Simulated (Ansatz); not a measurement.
A crystal relaxed with r2SCAN+rVV10 in Ansatz has space group P6_3/mmc (No. 194) and a = 2.501 Å, c = 6.524 Å.

```
atom  site       x       y       z
   B    2c  0.3333  0.6667  0.2500
  Xx    2d  0.3333  0.6667  0.7500
```

With r2SCAN the valence top lies at K–Γ (0.09 of the way from K) and the conduction bottom at M, 4.76 eV higher; the smallest vertical gap, at M, is 5.22 eV. With HSE06 the valence top lies at K–Γ (0.09 of the way from K) and the conduction bottom at M, 5.52 eV higher; the smallest vertical gap, at M, is 6.02 eV. The PBE gap is indirect, 4.21 eV (K–Γ (0.10 of the way from K) to M), below the direct gap of 4.65 eV at H. Meshes: r2SCAN 12×12×4, HSE06 9×9×4, PBE 12×12×4. r2SCAN's ε∞ is 4.5 along x and y, 2.7 along z.

Q: Which element is Xx?
A. As
B. Sb
C. N
D. Bi

A: C. Xx is N: a 4-atom cell of BN started from a crystallographic database. B has 3 N at 1.44 Å; N has 3 B at 1.44 Å.

(Simulation; spin polarisation is off.)

Where an edge lies off the special points, it is a point of the mesh or the k point where a search put PBE's edge or least direct gap, reused for the other functionals, whose own edges may lie a little apart; PBE's own value is read along its path and can be a few hundredths of an eV high.

The meshes of the hybrids are coarse, so their gaps aren't converged to the digits shown.
